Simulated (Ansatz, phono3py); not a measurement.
# Heat carried by phonons in AlAs (F-43m)

How well does the lattice of AlAs conduct heat?

What experiment has found for this phase:
- thermal conductivity 98 W/m/K near room temperature (given in “Combining the AFLOW GIBBS and Elastic Libraries to efficiently and robustly screen thermo-mechanical properties of solids”, 2017, arXiv:1611.05714)

Calculated with Ansatz 0.2.0; DFT LDA, scalar-relativistic, plane waves, PAW; PAW set soft_1.

Most raw output is cut from this account.

**1. The starting structure**

Symmetry: F-43m, No. 216, cubic system. The conventional cell has a = 5.661 Å, b = 5.661 Å, c = 5.661 Å, α = 90.00°, β = 90.00°, γ = 90.00°. Al has 4 As at 2.45 Å nearest. Nearest to As lie 4 Al at 2.45 Å. Farther neighbours are not listed.

**2. A first coarse run**

A cheap single point shows whether the cell is a metal or an insulator and how far it is from rest; that sets the k-mesh and the occupations of what follows.

Contents of input.yaml:

```yaml
crystal:
  lattice:
    - [0.0, 2.8304, 2.8304]
    - [2.8304, 0.0, 2.8304]
    - [2.8304, 2.8304, 0.0]
  atoms:
    - { symbol: Al, position: [0.0, 0.0, 0.0] }
    - { symbol: As, position: [0.25, 0.25, 0.25] }
kpoints:
  mp_grid: { grid: [6, 6, 6] }
hamiltonian:
  xc: lda
  pseudopotentials: { kind: paw, azcp: { folder: soft_1 }, xc_functional: pbe }
scf:
  occupations: { method: gaussian, width: 0.1 }
  lower_state_search: "off"
output:
  forces: true
  stress: true
  eigenvalues: true
```

The run is started by

```console
$ ansatz run input.yaml --threads 8 --pin off --max-ram 19456MiB --backend cpu --events-out ev --progress --plain --runs-dir out
```

It took 0.91 s on 8 threads of Arm Neoverse V1, shared host; peak memory 0.3 GiB; 2.1 s of CPU time.

This step gave:

* pressure: -1.222 GPa
* gap on the k-mesh: 1.347 eV
* volume per atom: 22.67 Å³/atom

The start is under -1.2 GPa at this level and looks like an insulator or semiconductor on this mesh.

**3. Finding the static equilibrium**

Phonons are second derivatives about a minimum, so cell and atoms are relaxed first, inside the symmetry of the start.

input.yaml, the sections that differ from step 2:

```yaml
kpoints:
  mp_grid: { grid: [8, 8, 8] }
scf:
  occupations: { method: gaussian, width: 0.02 }
  lower_state_search: "off"
output:
  forces: true
  stress: true
  eigenvalues: true
  write_density: true
  write_potential: true
  elf: true
  volumetric_format: npy
relax:
  adjacent_minimum: "off"
  f_tol: 0.005
  max_steps: 80
  cell: { stress_tol: 0.05 }
# crystal, hamiltonian: as in step 2
```

It took 1.6 s on 8 threads; peak memory 0.36 GiB; 9.2 s of CPU time.

Step by step:

```csv
step,energy less that of the first step (eV),largest force component (eV/Å),pressure (GPa),volume (Å³)
1,0.0000,0.0000,-1.23,45.35
2,-0.0030,0.0000,-0.17,44.69
3,-0.0031,0.0000,0.00,44.59
4*,-0.0030,0.0000,0.00,44.59
```

Relaxation steps marked * repeat the geometry before them on a plane-wave basis chosen anew for their cell, so energy and pressure can jump there.

The run keeps the 24 symmetry operations that it works with, so distortions that break them were not tested.

```csv
"conventional cell, symmetrised",before,after,change
a (Å),5.661,5.629,-0.6 %
b (Å),5.661,5.629,-0.6 %
c (Å),5.661,5.629,-0.6 %
volume (Å³/atom),22.67,22.29,-1.7 %
```

The relaxed structure:

```cif
data_structure
_symmetry_space_group_name_H-M 'P 1'
_symmetry_Int_Tables_number 1
_cell_length_a 3.9802
_cell_length_b 3.9802
_cell_length_c 3.9802
_cell_angle_alpha 60.000
_cell_angle_beta 60.000
_cell_angle_gamma 60.000
_cell_volume 44.59
loop_
_atom_site_label
_atom_site_type_symbol
_atom_site_fract_x
_atom_site_fract_y
_atom_site_fract_z
_atom_site_occupancy
Al1 Al 0.00000 0.00000 0.00000 1
As2 As 0.25000 0.25000 0.25000 1
```

Numbers from this step:

```yaml
pressure: 0.001914 GPa
gap_on_the_k_mesh: 1.324 eV
volume_per_atom: 22.29 Å³/atom
```

ELF in the ac plane of a cell with a along [110], b along [-110] and c along [001] of the cube at fractional y = 0.500, with atoms of Al and As within 0.2 Å of it. It is the smooth field of the valence electrons, not physical close to the nuclei.

Ten even steps from '_' (0.02) to '@' (0.89), each cell a mean:
```
--::..____________..----::..____________..--
____________________________________________
__________....__________________....________
______..::--::..____________..::--::..______
____..::--====--..________..::--====--..____
__..::::::::::::::....__..::::::::::::::....
--====--______..====----====--______..====--
**##%%**..--..==%%%%##**##%%**..--..==%%%%##
##%%@@@@++__::%%@@@@####%%@@@@++__::%%@@@@##
==**@@@@%%--**@@@@%%++==**@@@@%%--**@@@@%%++
..==##%%##==++%%%%**....==##%%##==++%%%%**..
..--**##==::--**##++....--**##==::--**##++..
==++**++::__..==****++==++**++::__..==****++
####**--..____::++**######**--..____::++**##
**++--..________::++****++--..________::++**
```
Columns run along a (8.0 Å), rows up along c (5.6 Å), edges of the conventional cell, whose origin can differ from the input's. Atoms in or near the plane, at fractional coordinates: Al at (0.75, 0.50), Al at (0.25, 0.50), As at (0.50, 0.25), As at (0.00, 0.25).

Valence density in the ac plane of a cell with a along [110], b along [-110] and c along [001] of the cube at fractional y = 0.500, with atoms of Al and As within 0.2 Å of it. It is the smooth field of the valence electrons, not physical close to the nuclei.

Values in e/Å³, 8 rows by 16 columns, each cell a mean:
```
 0  0  0  0  0  0  0  0  0  0  0  0  0  0  0  0
 0  0  0  0  0  0  0  0  0  0  0  0  0  0  0  0
 0  0  0  0  0  0  0  0  0  0  0  0  0  0  0  0
 0  0  0  0  0  0  0  0  0  0  0  0  0  0  0  0
 1  0  0  0  0  0  0  1  1  0  0  0  0  0  0  1
18  2  0  0  0  0  1 11 18  2  0  0  0  0  1 11
11  1  0  0  0  0  1  7 11  1  0  0  0  0  1  7
 0  0  0  0  0  0  0  0  0  0  0  0  0  0  0  0
```
Columns run along a (8.0 Å), rows up along c (5.6 Å), edges of the conventional cell, whose origin can differ from the input's. Atoms in or near the plane, at fractional coordinates: Al at (0.75, 0.50), Al at (0.25, 0.50), As at (0.50, 0.25), As at (0.00, 0.25).

Electrostatic potential energy in the ac plane of a cell with a along [110], b along [-110] and c along [001] of the cube at fractional y = 0.500, with atoms of Al and As within 0.2 Å of it. With pseudopotentials it is smooth inside the atoms' cores, unlike the true potential.

Ten even steps from '_' (-10 eV) to '@' (21 eV), each cell a mean:
```
********************************************
********************************************
********************************************
********++++++++**************++++++++******
****++++------==++********++++------==++****
****++--______..==++******++--______..==++**
**++==__..**==__::++****++==__..**==__::++**
++++==__::@@**__::==++++++==__::@@**__::==++
..::--..__::..__----....::--..__::..__----..
::__..--..__..::--__..::__..--..__..::--__..
@@==__==========::..%%@@==__==========::..%%
@@==__==++++++++::..%%@@==__==++++++++::..%%
--__..++******++--__..--__..++******++--__..
..::==**********++--....::==**********++--..
++++**************++++++++**************++++
```
Columns run along a (8.0 Å; values clipped at the 3rd and 97th percentile), rows up along c (5.6 Å), edges of the conventional cell, whose origin can differ from the input's. Atoms in or near the plane, at fractional coordinates: Al at (0.75, 0.50), Al at (0.25, 0.50), As at (0.50, 0.25), As at (0.00, 0.25).

The relaxation ends with a pressure of 0.00 GPa.

**4. Tight relaxation**

The relaxation is repeated with tighter thresholds on force and stress, since phonons are sensitive to what is left; a change of mesh or smearing in the input moves the cell too.

Contents of input.yaml:

```yaml
crystal:
  lattice:
    - [0.0, 2.8144366961, 2.8144366961]
    - [2.8144366961, 0.0, 2.8144366961]
    - [2.8144366961, 2.8144366961, 0.0]
  atoms:
    - { symbol: Al, position: [0.0, 0.0, 0.0] }
    - { symbol: As, position: [0.25, 0.25, 0.25] }
kpoints:
  mp_grid: { grid: [9, 9, 9] }
hamiltonian:
  xc: lda
  pseudopotentials: { kind: paw, azcp: { folder: soft_1 }, xc_functional: pbe }
scf:
  occupations: { method: fixed }
  lower_state_search: "off"
output:
  forces: true
  stress: true
  eigenvalues: true
relax:
  adjacent_minimum: "off"
  f_tol: 0.001
  max_steps: 60
  cell: { stress_tol: 0.01 }
```

The job ended after 1 s (8 threads; peak memory 0.35 GiB; 5.9 s of CPU time).

Little changed from the start: no atom moved by 0.005 Å and no cell edge by 0.1 %.

This step gave:

```
pressure          : 0.002276 GPa
gap on the k-mesh : 1.395 eV
```

The residual pressure is 0.0023 GPa, small enough for phonons.

**5. An input with a fault**

This input was changed on purpose, to see how the program answers.

input.yaml, the sections that differ from step 4:

```yaml
kpoints:
  mp_grid: { grid: [6, 6, 6] }
scf:
  occupations: { method: fixed }
  lower_state_search: "off"
  max_iter: 60
output:
  eigenvalues: true
phonons:
  supercell: [2, 2, 2]
  dielectric: false
  third_order: { supercell: [2, 2, 2], pair_cutoff: 1.0 }
  lattice_thermal_conductivity:
    qmesh: [9, 9, 9]
    temperatures: [300]
    isotope_mass_variance: [{ species: Al, variance: 0.0 }, { species: As, variance: 0.0 }]
# crystal, hamiltonian: as in step 4
# relax: removed
```

It took 0.09 s on 8 threads; peak memory 0.093 GiB.

The input was rejected at the start.

The program's message: “Error: invalid value for `phonons.third_order.pair_cutoff`: 1.0000 Å reaches no neighbour of site 0 of the crystal (counted from 0; the nearest site to it is 2.4374 Å away), so of that site only on-si …”

The fault put into the input: a pair cutoff that reaches no neighbour.

**6. Third-order constants on small settings, third order supercell 2×2×2, atoms in the supercell 16**

A small supercell and a short cutoff cost little, and show how far such settings carry.

input.yaml, the sections that differ from step 5:

```yaml
scf:
  occupations: { method: fixed }
  lower_state_search: "off"
phonons:
  method: fd
  dielectric: true
  supercell: [2, 2, 2]
  temperatures: { t_max: 1000, t_step: 50 }
  qpath:
    path:
      - [[0.0, 0.0, 0.0], [-0.5, -0.5, 0.0], [-0.375, -0.375, 0.25]]
      - [[-0.375, 0.0, 0.375], [0.0, 0.0, 0.0], [0.0, 0.0, 0.5], [-0.5, -0.25, 0.25], [-0.5, -0.5, 0.0]]
    npoints: 10
  third_order: { supercell: [2, 2, 2], pair_cutoff: 2.587 }
  lattice_thermal_conductivity:
    qmesh: [11, 11, 11]
    temperatures: [100.0, 150.0, 200.0, 300.0, 400.0, 500.0, 600.0, 800.0]
    isotope_mass_variance: [{ species: Al, variance: 0.0 }, { species: As, variance: 0.0 }]
# crystal, kpoints, hamiltonian, output: as in step 5
```

Elapsed: 2.4 min, on 8 threads; peak memory 1.5 GiB.

This step gave:

- Γ frequencies: 0, 0, 0, 358.6, 358.6, 358.6 cm⁻¹ (negative: imaginary)
- lowest frequency on the path: 0 cm⁻¹
- zero-point energy: 0.08845 eV/cell
- point group: -43m
- highest frequency: 394.7 cm⁻¹
- Debye temperature from the second moment: 497 K
- κ at 300 K (relaxation time): 51.19 W/m/K
- κ at 300 K (full solution): 51.48 W/m/K
- dipole term: run
- mean free path at half of κ: 131 nm
- share of κ above the three lowest branches: 0.025
- third-order blocks: 26
- periodic aliases dropped: 0
- largest relative sum-rule correction: 0.03618
- displaced cells, third order: 36

W/m/K. Kappa, by row:

```csv
T (K),RTA xx,RTA yy,RTA zz,full xx,full yy,full zz,coherence part xx,coherence part yy,coherence part zz,ending,iterations,least Ritz value
100,164.3,164.3,164.3,171.6,171.6,171.6,0.007165,0.007165,0.007165,converged,8,0.564
150,105.1,105.1,105.1,107,107,107,0.01476,0.01476,0.01476,converged,8,0.576
200,77.61,77.61,77.61,78.41,78.41,78.41,0.01893,0.01893,0.01893,converged,8,0.582
300,51.19,51.19,51.19,51.48,51.48,51.48,0.02242,0.02242,0.02242,converged,8,0.586
400,38.27,38.27,38.27,38.42,38.42,38.42,0.02405,0.02405,0.02405,converged,8,0.588
500,30.57,30.57,30.57,30.68,30.68,30.68,0.02532,0.02532,0.02532,converged,8,0.588
600,25.46,25.46,25.46,25.54,25.54,25.54,0.02658,0.02658,0.02658,converged,8,0.589
800,19.09,19.09,19.09,19.14,19.14,19.14,0.02928,0.02928,0.02928,converged,8,0.589
```

This rung gives 51.2 W/(m K) at 300 K by relaxation time, but with 16 atoms, 1 neighbour distance inside the cutoff and a 11×11×11 mesh it is a test, not the conductivity of the crystal.

**7. A cheap rung, third order supercell 3×3×3, atoms in the supercell 54**

Edit input.yaml of step 6 so:

```diff
@@ -21,3 +21,3 @@
   dielectric: true
-  supercell: [2, 2, 2]
+  qmesh: [6, 6, 6]
   temperatures: { t_max: 1000, t_step: 50 }
@@ -28,5 +28,5 @@
     npoints: 10
-  third_order: { supercell: [2, 2, 2], pair_cutoff: 2.587 }
+  third_order: { supercell: [3, 3, 3], pair_cutoff: 2.587 }
   lattice_thermal_conductivity:
-    qmesh: [11, 11, 11]
+    qmesh: [19, 19, 19]
     temperatures: [100.0, 150.0, 200.0, 300.0, 400.0, 500.0, 600.0, 800.0]
```

Wall time 15 min (8 threads); peak memory 12 GiB; 2 h of CPU time.

Numbers from this step:

| Quantity | Value |
| --- | --- |
| zero-point energy | 0.08799 eV/cell |
| highest frequency | 395 cm⁻¹ |
| Debye temperature from the second moment | 491 K |
| κ at 300 K (relaxation time) | 81.3 W/m/K |
| κ at 300 K (full solution) | 77.13 W/m/K |
| mean free path at half of κ | 244 nm |
| share of κ above the three lowest branches | 0.052 |
| largest relative sum-rule correction | 0.02985 |

W/m/K. Kappa, by row:

```csv
T (K),RTA xx,RTA yy,RTA zz,full xx,full yy,full zz,coherence part xx,coherence part yy,coherence part zz,ending,iterations,least Ritz value
100,305.3,305.3,305.3,292,292,292,0.02984,0.02984,0.02984,converged,9,0.528
150,177.4,177.4,177.4,168.3,168.3,168.3,0.05346,0.05346,0.05346,converged,9,0.543
200,126.3,126.3,126.3,119.7,119.7,119.7,0.07059,0.07059,0.07059,converged,9,0.55
300,81.3,81.3,81.3,77.13,77.13,77.13,0.08751,0.08751,0.08751,converged,9,0.555
400,60.3,60.3,60.3,57.25,57.25,57.25,0.09162,0.09162,0.09162,converged,9,0.557
500,48.01,48.01,48.01,45.6,45.6,45.6,0.0909,0.0909,0.0909,converged,9,0.558
600,39.92,39.92,39.92,37.92,37.92,37.92,0.08881,0.08881,0.08881,converged,9,0.559
800,29.88,29.88,29.88,28.39,28.39,28.39,0.08479,0.08479,0.08479,converged,9,0.559
```

This rung gives 81.3 W/(m K) at 300 K by relaxation time, but with 54 atoms, 1 neighbour distance inside the cutoff and a 19×19×19 mesh it is a test, not the conductivity of the crystal.

**8. The ladder**

Ladder, by row:

```csv
cells or q mesh,k mesh,pair cutoff,atoms in the supercell,q-mesh of the transport sums,κ at 300 K (relaxation time) (W/m/K),κ at 300 K (full solution) (W/m/K),core-minutes
2x2x2,6x6x6,2.587,16,11×11×11,51.19,51.48,18.6
6x6x6,6x6x6,2.587,54,19×19×19,81.3,77.13,117
```

**9. Summary of results**

* conductivity: not obtained on sound settings

No conductivity was obtained: no run with a large enough supercell and cutoff finished.

[Logs are printed without paths, hosts, clocks, repeated set-up lines and the standing remarks that a program may print on its own settings, such as how far it seeks lower states.]

[Hosts, paths, dates, database ids (printed as entryN), source tags and the programs' standing remarks are cut or masked in the printed files.]

[A step with changed settings may run another functional than the one named; its input shows which.]
